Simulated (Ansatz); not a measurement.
Crystal: SiO2.

```
Si O
1.0
     4.97559    0.00000    0.00000
     0.00000    4.97559    0.00000
     0.00000    0.00000    6.90089
Si O
4 8
Cartesian
  3.9966 3.9966 3.4504
  3.4668 1.5088 1.7252
  1.5088 3.4668 5.1757
  0.9790 0.9790 0.0000
  3.7902 0.5492 2.9815
  4.4263 1.1854 0.4690
  0.5492 3.7902 3.9194
  1.3024 1.9386 5.6446
  1.1854 4.4263 6.4319
  3.6732 3.0370 2.1942
  1.9386 1.3024 1.2562
  3.0370 3.6732 4.7067
```

The cell comes from a database or a generator and needn't be the stable form of this composition.

Base run:

| Quantity | Value |
| --- | --- |
| Program | Ansatz 0.2.0 |
| Functional | PBE |
| Potentials or basis | Ansatz PAW |
| Cutoff | 250 eV |
| Density cutoff | 1000 eV |
| k mesh | 6 × 6 × 4 |
| Occupations | fermi-dirac, width 0.05 eV |
| Spin | no spin polarisation |

Its results: band gap on the k mesh 5.48 eV, direct; pressure 7.2 GPa; largest force 0.498 eV/Å.

Task: The run is repeated on the same cell with these changes: cutoff from 250 eV to 420 eV (not typed: the program's choice for these potentials); k mesh from 6 × 6 × 4 to 3 × 3 × 2. What comes out?

Result: Band gap on the k mesh 5.73 eV, direct; pressure 4.8 GPa; largest force 0.278 eV/Å.

Caveats: some runs use coarse meshes; the pressure holds a Pulay correction of +64.3 GPa for the finite cutoff (some runs); the cutoff lies under the one recommended for these potentials (some runs); odd divisions of the mesh miss points on the zone boundary, where band edges often lie, so the gap on the mesh can be too wide (some runs).

A k mesh can miss the band edges.
